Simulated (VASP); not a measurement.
# Mg3Sb2 (P-3m1) in VASP: further runs

Runs on Mg3Sb2. Level: PBE+D3(BJ). Tasks: relaxation of cell and atoms.

All numbers are computed with VASP 6.6.1; they aren't measurements. Logs are shortened: lines on timing, memory, paths and dates and some standing lists are left out, and cuts for length are marked.

## (1) The crystal as given

It takes space group P-3m1 (No. 164, trigonal). The conventional cell has a = 4.582 Å, b = 4.582 Å, c = 7.244 Å, α = 90.00°, β = 90.00°, γ = 120.00°. Mg (site symmetry 3m) has 4 Sb at 2.82 to 2.86 Å as nearest neighbours. Mg (site symmetry -3m) is surrounded by 6 Sb at 3.15 Å. Sb (site symmetry 3m) is surrounded by 7 Mg at 2.82 to 3.15 Å.

## (2) Relaxation of cell and atoms, PBE+D3(BJ)

INCAR

```
SYSTEM = Mg3Sb2
PREC = Accurate
ENCUT = 600
EDIFF = 1E-6
ISMEAR = 0
SIGMA = 0.03
LREAL = .FALSE.
LASPH = .TRUE.
NELM = 80
ALGO = Normal
ISIF = 3
LWAVE = .FALSE.
LCHARG = .FALSE.
GGA = PE
IVDW = 12
IBRION = 2
NSW = 90
EDIFFG = -0.01
```

KPOINTS

```
regular mesh
0
G
  9 9 5
  0 0 0
```

POSCAR

```
Mg3Sb2
1.0
    4.5820000000      0.0000000000      0.0000000000
   -2.2910000000      3.9681284001      0.0000000000
    0.0000000000      0.0000000000      7.2440000000
Mg Sb
3 2
Direct
    0.3333333333      0.6666666667      0.6300000000
    0.6666666667      0.3333333333      0.3700000000
    0.0000000000      0.0000000000      0.0000000000
    0.3333333333      0.6666666667      0.2350000000
    0.6666666667      0.3333333333      0.7650000000
```

Potentials or basis: VASP PAW PBE potentials, release 64 (Mg, Sb).

On the command line:

```sh
> cat potpaw_PBE.64/Mg/POTCAR potpaw_PBE.64/Sb/POTCAR > POTCAR
> mpirun -np 1 vasp_std > vasp.out
```

OUTCAR:

```text
SYSTEM = Mg3Sb2
   PREC = Accurate
   ENCUT = 600
   EDIFF = 1E-6
   ISMEAR = 0
   LREAL = .FALSE.
   LASPH = .TRUE.
   NELM = 80
   ISIF = 3
   GGA = PE
   IVDW = 12
   IBRION = 2
   NSW = 90
   EDIFFG = -0.01
 IVDW          = 12

 ion  position               nearest neighbor table
   1  0.333  0.667  0.630-   5 2.82   5 2.82   5 2.82   4 2.86   2 3.25   2 3.25   2 3.25
   2  0.667  0.333  0.370-   4 2.82   4 2.82   4 2.82   5 2.86   1 3.25   1 3.25   1 3.25
   3  0.000  0.000  0.000-   4 3.15   5 3.15   4 3.15   5 3.15   5 3.15   4 3.15
   4  0.333  0.667  0.235-   2 2.82   2 2.82   2 2.82   1 2.86   3 3.15   3 3.15   3 3.15
   5  0.667  0.333  0.765-   1 2.82   1 2.82   1 2.82   2 2.86   3 3.15   3 3.15   3 3.15

  LATTYP: Found a hexagonal cell.
 ALAT       =     4.5820000000
 C/A-ratio  =     1.5809690092

  Lattice vectors:

 A1 = (   4.5820000000,   0.0000000000,   0.0000000000)
 A2 = (  -2.2910000000,   3.9681284001,   0.0000000000)
 A3 = (   0.0000000000,   0.0000000000,   7.2440000000)

Analysis of symmetry for initial positions (statically):
=====================================================================
 Subroutine PRICEL returns:
 Original cell was already a primitive cell.

 Routine SETGRP: Setting up the symmetry group for a
 hexagonal supercell.

 Subroutine GETGRP returns: Found 12 space group operations
 (whereof 12 operations were pure point group operations)
 out of a pool of 24 trial point group operations.

The static configuration has the point symmetry D_3d.

Analysis of symmetry for dynamics (positions and initial velocities):
=====================================================================
 Subroutine PRICEL returns:
 Original cell was already a primitive cell.

 Routine SETGRP: Setting up the symmetry group for a
 hexagonal supercell.

 Subroutine GETGRP returns: Found 12 space group operations
 (whereof 12 operations were pure point group operations)
 out of a pool of 24 trial point group operations.

The dynamic configuration has the point symmetry D_3d.

 Subroutine INISYM returns: Found 12 space group operations
 (whereof 12 operations are pure point group operations),
 and found     1 'primitive' translations

----------------------------------------------------------------------------------------

                                     Primitive cell

  volume of cell :     131.7101

  direct lattice vectors                    reciprocal lattice vectors
     4.582000000  0.000000000  0.000000000     0.218245308  0.126003987  0.000000000
    -2.291000000  3.968128400  0.000000000     0.000000000  0.252007974  0.000000000
     0.000000000  0.000000000  7.244000000     0.000000000  0.000000000  0.138045279

  length of vectors
     4.582000000  4.582000000  7.244000000     0.252007974  0.252007974  0.138045279

  position of ions in fractional coordinates (direct lattice)
     0.333333333  0.666666667  0.630000000
     0.666666667  0.333333333  0.370000000
     0.000000000  0.000000000  0.000000000
     0.333333333  0.666666667  0.235000000
     0.666666667  0.333333333  0.765000000

  ion indices of the primitive-cell ions
   primitive index   ion index
                 1           1
                 2           2
                 3           3
                 4           4
                 5           5

----------------------------------------------------------------------------------------

 KPOINTS: regular mesh

Automatic generation of k-mesh.
 Grid dimensions read from file:
 generate k-points for:    9    9    5

 Generating k-lattice:

  Cartesian coordinates                     Fractional coordinates (reciprocal lattice)
     0.024249479  0.014000443  0.000000000     0.111111111  0.000000000  0.000000000
     0.000000000  0.028000886  0.000000000     0.000000000  0.111111111  0.000000000
     0.000000000  0.000000000  0.027609056     0.000000000  0.000000000  0.200000000

  Length of vectors
     0.028000886  0.028000886  0.027609056

  Shift w.r.t. Gamma in fractional coordinates (k-lattice)
     0.000000000  0.000000000  0.000000000

 Subroutine IBZKPT returns following result:
 ===========================================

 Found     50 irreducible k-points:

 Following reciprocal coordinates:
            Coordinates               Weight
  0.000000  0.000000  0.000000      1.000000
  0.111111  0.000000  0.000000      6.000000
  0.222222  0.000000  0.000000      6.000000
  0.333333  0.000000  0.000000      6.000000
  0.444444  0.000000  0.000000      6.000000
  0.111111  0.111111  0.000000      6.000000
[... 16 lines left out ...]
  0.222222  0.111111  0.200000     12.000000
 -0.111111  0.333333  0.200000     12.000000
 [... further k-points ...]
   k-points           NKPTS =     50   k-points in BZ     NKDIM =     50   number of bands    NBANDS=     12
   number of dos      NEDOS =    301   number of ions     NIONS =      5
   total plane-waves  NPLWV =  96000
   dimension x,y,z NGX =    40 NGY =   40 NGZ =   60
   dimension x,y,z NGXF=    80 NGYF=   80 NGZF=  120
   ions per type =               3   2
   NGX,Y,Z   is equivalent  to a cutoff of  14.51, 14.51, 13.77 a.u.
   NGXF,Y,Z  is equivalent  to a cutoff of  29.03, 29.03, 27.54 a.u.
 SYSTEM =  Mg3Sb2
   PREC   = accura    normal or accurate (medium, high low for compatibility)
   ISTART =      0    job   : 0-new  1-cont  2-samecut
   ICHARG =      2    charge: 1-file 2-atom 10-const
   ISPIN  =      1    spin polarized calculation?
   LNONCOLLINEAR =      F non collinear calculations
   LSORBIT =      F    spin-orbit coupling
   LASPH  =      T    aspherical Exc in radial PAW
   ENCUT  =  600.0 eV  44.10 Ry    6.64 a.u.   9.15  9.15 14.47*2*pi/ulx,y,z
   NELM   =     80;   NELMIN=  2; NELMDL= -5     # of ELM steps
   EDIFF  = 0.1E-05   stopping-criterion for ELM
   LREAL  =      F    real-space projection
   EDIFFG = -.1E-01   stopping-criterion for IOM
   NSW    =     90    number of steps for IOM
   IBRION =      2    ionic relax: 0-MD 1-quasi-New 2-CG
   NFREE  =      1    steps in history (QN), initial steepest desc. (CG)
   ISIF   =      3    stress and relaxation
   ISYM   =      2    0-nonsym 1-usesym 2-fastsym
   POTIM  = 0.5000    time-step for ionic-motion
   TEBEG  =    0.0;   TEEND  =   0.0 temperature during run
   PSTRESS=    0.0 pullay stress
   NELECT =      16.0000    total number of electrons
   NUPDOWN=      -1.0000    fix difference up-down
   EMIN   =  10.00;   EMAX   =-10.00  energy-range for DOS
   EFERMI =   0.00;   METHOD = LEGACY
   ISMEAR =     0;   SIGMA  =   0.03  broadening in eV -4-tet -1-fermi 0-gaus
   EFERMI_NEDOS =   21; number of points for ismear=-14 and -15
   IALGO  =     38    algorithm
   IMIX   =      4    mixing-type and parameters
     AMIX     =   0.40;   BMIX     =  1.00
     AMIX_MAG =   1.60;   BMIX_MAG =  1.00
  volume/ion in A,a.u.               =      26.34       177.76
  Fermi-wavevector in a.u.,A,eV,Ry     =   0.810790  1.532171  8.944205  0.657381
  Thomas-Fermi vector in A             =   1.920030
   LORBIT       =      0    0 simple, 1 ext, 2 COOP (PROOUT), +10 PAW based schemes
   GGA     = PE    functional components
   LHFCALC =     F    Hartree Fock is set to
   AEXX    =    0.0000 exact exchange contribution
   IVDW    =    12    specifies the selected vdW correction
   LEPSILON=     F    determine dielectric tensor
   LRPA    =     F    only Hartree local field effects (RPA)
 conjugate gradient relaxation of ions
 non-spin polarized calculation
 Gauss-broadening in eV      SIGMA  =   0.03
  energy-cutoff  :      600.00
  volume of cell :      131.71
 maximum number of plane-waves:      4419
 NGX is ok and might be reduce to    40
   NGX = 19   NGY = 19   NGZ = 29

--------------------------------------- Ionic step        1  -------------------------------------------

 number of electron      16.0000000 magnetization

 Free energy of the ion-electron system (eV)
  ---------------------------------------------------
  ext. energy  EPLUGINS =         0.00000000
  ---------------------------------------------------
  free energy    TOTEN  =       -14.60754860 eV

  energy without entropy =      -14.60754860  energy(sigma->0) =      -14.60754860

------------------------ aborting loop because EDIFF is reached ----------------------------------------

 Edisp (eV)   -1.73223

 E8    (eV) :    -0.7822

  FORCE on cell =-STRESS in cart. coord.  units (eV):
  Direction    XX          YY          ZZ          XY          YZ          ZX
  --------------------------------------------------------------------------------------
  -------------------------------------------------------------------------------------
  Total      -1.27742    -1.27742    -0.58544     0.00000     0.00000     0.00000
  in kB     -15.53902   -15.53902    -7.12156     0.00000     0.00000     0.00000
  external pressure =      -12.73 kB  Pullay stress =        0.00 kB
[... 106 lines left out ...]
  FREE ENERGIE OF THE ION-ELECTRON SYSTEM (eV)
  ---------------------------------------------------
  free  energy   TOTEN  =       -16.3864621716 eV

  energy  without entropy=      -16.3864621716  energy(sigma->0) =      -16.38646217

[... ionic steps 4 to 7 ...]

--------------------------------------- Ionic step        8  -------------------------------------------

 number of electron      16.0000000 magnetization

------------------------ aborting loop because EDIFF is reached ----------------------------------------

 Edisp (eV)   -1.80796

 E8    (eV) :    -0.8164
[... 75 lines left out ...]
  energy  without entropy=      -16.4070432695  energy(sigma->0) =      -16.40704328

--------------------------------------- Ionic step       10  -------------------------------------------

 number of electron      16.0000000 magnetization

 Free energy of the ion-electron system (eV)
  ---------------------------------------------------
  ext. energy  EPLUGINS =         0.00000000
  ---------------------------------------------------
  free energy    TOTEN  =       -14.60003324 eV

  energy without entropy =      -14.60003322  energy(sigma->0) =      -14.60003323

 E-fermi :   4.8964     XC(G=0):  -8.9241

 val. band max:        4.8100348920   @ k =   0.0000   0.0000   0.0000
 cond. band min:       4.9897365336   @ k =   0.3333   0.3333   0.0000
 fundamental gap:      0.1797016416
 Fermi energy:         4.8964360534

 k-point     1 :       0.0000    0.0000    0.0000
  band No.  band energies     occupation
      1      -5.7241      2.00000
      2      -4.3704      2.00000
      3      -0.3209      2.00000
      4       3.6306      2.00000
      5       3.6306      2.00000
      6       4.3706      2.00000
      7       4.3706      2.00000
      8       4.8100      1.99995
      9       6.0432      0.00000
     10       6.0583      0.00000
     11       7.8335      0.00000
     12       7.8335      0.00000
[... 331 lines left out ...]
 k-point    24 :      -0.1111    0.3333    0.2000
  band No.  band energies     occupation
      1      -5.0669      2.00000
      2      -4.2168      2.00000
      3       0.3931      2.00000
      4       1.4370      2.00000
      5       1.6517      2.00000
      6       2.5406      2.00000
      7       3.4349      2.00000
      8       4.0044      2.00000
      9       5.9855      0.00000
     10       7.1055      0.00000
     11       7.5254      0.00000
     12       8.1835      0.00000

 [... further k-points ...]

------------------------ aborting loop because EDIFF is reached ----------------------------------------

 Edisp (eV)   -1.80703

 E8    (eV) :    -0.8160

  FORCE on cell =-STRESS in cart. coord.  units (eV):
  Direction    XX          YY          ZZ          XY          YZ          ZX
  --------------------------------------------------------------------------------------
  -------------------------------------------------------------------------------------
  Total      -0.01693    -0.01693     0.01821     0.00000     0.00000    -0.00000
  in kB      -0.21441    -0.21441     0.23070     0.00000     0.00000    -0.00000
  external pressure =       -0.07 kB  Pullay stress =        0.00 kB
[... 20 lines left out ...]
  FREE ENERGIE OF THE ION-ELECTRON SYSTEM (eV)
  ---------------------------------------------------
  free  energy   TOTEN  =       -16.4070669814 eV

  energy  without entropy=      -16.4070669595  energy(sigma->0) =      -16.40706697

 reached required accuracy - stopping structural energy minimisation
```

Wall time 5.8 min (1 thread of Intel Xeon Platinum 8559C (Emerald Rapids), shared host); peak memory 0.39 GiB.

What came out:

* Free energy: -16.4071 eV
* Relaxed volume: 25.30 Å³/atom
* Relaxed cell: a = 4.522 Å, b = 4.522 Å, c = 7.141 Å, α = 90.00°, β = 90.00°, γ = 120.00°
* Space group after relaxing (to 0.05 Å): P-3m1 (No. 164)
* Energy gained by relaxing: 13.5 meV/atom
* Ionic steps: 10
* Pressure after relaxing: 0.0 GPa
* Largest force after relaxing: 0.008 eV/Å
* Band gap on the k mesh: 0.18 eV, indirect (least direct gap 1.23 eV)
* Dispersion energy per atom: -0.361 eV

Forces in eV/Å, atoms in the order of the input:
```
Mg   0.000  0.000 -0.008
Mg   0.000  0.000  0.008
Mg   0.000  0.000  0.000
Sb   0.000  0.000  0.002
Sb   0.000  0.000 -0.002
```

The path:
| step | energy change (eV) | largest force (eV/Å) | pressure (GPa) | volume (Å³) |
| --- | --- | --- | --- | --- |
| 1 | 0.0000 | 0.4941 | -1.27 | 131.71 |
| 2 | -0.0413 | 0.4014 | -0.06 | 127.76 |
| 3 | -0.0467 | 0.3532 | 0.63 | 125.80 |
| 4 | -0.0623 | 0.1472 | 0.20 | 126.40 |
| 5 | -0.0657 | 0.0526 | -0.10 | 126.84 |
| 6 | -0.0672 | 0.0239 | -0.01 | 126.53 |
| 7 | -0.0673 | 0.0153 | 0.02 | 126.44 |
| 8 | -0.0673 | 0.0141 | 0.01 | 126.42 |
| 9 | -0.0673 | 0.0128 | 0.02 | 126.41 |
| 10 | -0.0673 | 0.0084 | -0.01 | 126.49 |

Final structure:
```yaml
crystal:
  lattice:
    - [4.52240, 0.00000, 0.00000]
    - [-2.26120, 3.91651, 0.00000]
    - [0.00000, 0.00000, 7.14121]
  atoms:
    - { symbol: Mg, position: [0.33333, 0.66667, 0.63157] }
    - { symbol: Mg, position: [0.66667, 0.33333, 0.36843] }
    - { symbol: Mg, position: [0.00000, 0.00000, 0.00000] }
    - { symbol: Sb, position: [0.33333, 0.66667, 0.22284] }
    - { symbol: Sb, position: [0.66667, 0.33333, 0.77716] }
```

Levels at points of the mesh, in eV from the valence-band top:
```
           k point  band 6  band 7  band 8  band 9  band 10  band 11
(0.00, 0.00, 0.00)   -0.44   -0.44    0.00    1.23     1.25     3.02
```

Caveat: spin-orbit coupling is left out, which moves the levels of the heavy elements; an odd mesh through Γ misses points on the zone boundary, where band edges often lie.

## (3) Relaxation of cell and atoms, PBE+D3(BJ)

This run uses another cell than the first one, of 25.30 Å³/atom, 0.960 times its volume.

Edit INCAR of step 2 so:

```diff
@@ -3,3 +3,3 @@
 ENCUT = 600
-EDIFF = 1E-6
+EDIFF = 1E-7
 ISMEAR = 0
@@ -17,2 +17,2 @@
 NSW = 90
-EDIFFG = -0.01
+EDIFFG = -0.005
```

KPOINTS is that of step 2.

POSCAR

```
Mg3Sb2                                  
1.0
    4.5223990664     -0.0000000000      0.0000000000
   -2.2611995332      3.9165124775      0.0000000000
    0.0000000000      0.0000000000      7.1412125481
  Mg              Sb            
     3     2
Direct
     0.3333333332999970    0.6666666667000030    0.6315673759642316
     0.6666666667000030    0.3333333332999970    0.3684326240357684
     0.0000000000000000    0.0000000000000000    0.0000000000000000
     0.3333333332999970    0.6666666667000030    0.2228428522865970
     0.6666666667000030    0.3333333332999970    0.7771571477134029
```

Potentials or basis: VASP PAW PBE potentials, release 64 (Mg, Sb).

On the command line:

```sh
> cat potpaw_PBE.64/Mg/POTCAR potpaw_PBE.64/Sb/POTCAR > POTCAR
> mpirun -np 1 vasp_std > vasp.out
```

It took 2.7 min on 1 thread of Intel Xeon Platinum 8559C (Emerald Rapids), shared host; peak memory 0.35 GiB.

Results (log left out):

```yaml
Free_energy: -16.4070 eV
Relaxed_volume: 25.29 Å³/atom
Relaxed_cell: a = 4.521 Å, b = 4.521 Å, c = 7.146 Å, α = 90.00°, β = 90.00°, γ = 120.00°
Space_group_after_relaxing_to_0.05_Å: P-3m1 (No. 164)
Energy_gained_by_relaxing: 0.0 meV/atom
Ionic_steps: 6
Pressure_after_relaxing: 0.0 GPa
Largest_force_after_relaxing: 0.003 eV/Å
Band_gap_on_the_k_mesh: 0.18 eV, indirect (least direct gap 1.25 eV)
Dispersion_energy_per_atom: -0.361 eV
```

Forces in eV/Å, atoms in the order of the input:
```
Mg   0.000  0.000 -0.003
Mg   0.000  0.000  0.003
Mg   0.000  0.000  0.000
Sb   0.000  0.000  0.000
Sb   0.000  0.000  0.000
```

Final structure:
```
CELL_PARAMETERS angstrom
4.52055 0.00000 0.00000
-2.26027 3.91491 0.00000
0.00000 0.00000 7.14632
ATOMIC_POSITIONS crystal
Mg 0.33333 0.66667 0.63130
Mg 0.66667 0.33333 0.36870
Mg 0.00000 0.00000 0.00000
Sb 0.33333 0.66667 0.22289
Sb 0.66667 0.33333 0.77711
```

Levels at points of the mesh, in eV from the valence-band top:
```tsv
k point	band 6	band 7	band 8	band 9	band 10	band 11
(0.00, 0.00, 0.00)	-0.43	-0.43	0.00	1.25	1.26	3.04
```

Caveat: spin-orbit coupling is left out, which moves the levels of the heavy elements; an odd mesh through Γ misses points on the zone boundary, where band edges often lie.
